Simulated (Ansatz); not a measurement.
## Ir in Ansatz: the effect of functional

The system is Ir.

```xyz
2
Lattice="2.7514 0.0000 0.0000 -1.3757 2.3828 0.0000 0.0000 0.0000 4.4623" Properties=species:S:1:pos:R:3 pbc="T T T"
Ir    0.0000    1.5885    1.1156
Ir    1.3757    0.7943    3.3467
```

This isn't the form of Ir at room conditions, which is fcc.

Alike in all runs:

* Program: Ansatz 0.2.0
* Task: band structure
* Potentials or basis: Ansatz PAW
* k mesh: 11 × 11 × 6
* Occupations: fermi-dirac, width 0.05 eV
* Spin: no spin polarisation

```csv
functional,cutoff,pressure (GPa)
LDA,420 eV (not typed: the program's choice for these potentials),-17.8
PBE,420 eV (not typed: the program's choice for these potentials),-1.3
PBEsol,420 eV (not typed: the program's choice for these potentials),-12.4
RPBE,420 eV (not typed: the program's choice for these potentials),2.8
revPBE,420 eV (not typed: the program's choice for these potentials),?
BLYP,420 eV (not typed: the program's choice for these potentials),15.3
r2SCAN,500 eV (not typed: the program's choice for these potentials),-8.7
```

**Question.** What does the run with functional revPBE give?

**Answer.** Pressure 1.6 GPa.

Caveats: the PAW data sets come from PBE, with cores solved anew for the run's functional, which leaves a small shift of forces and pressure (some runs).
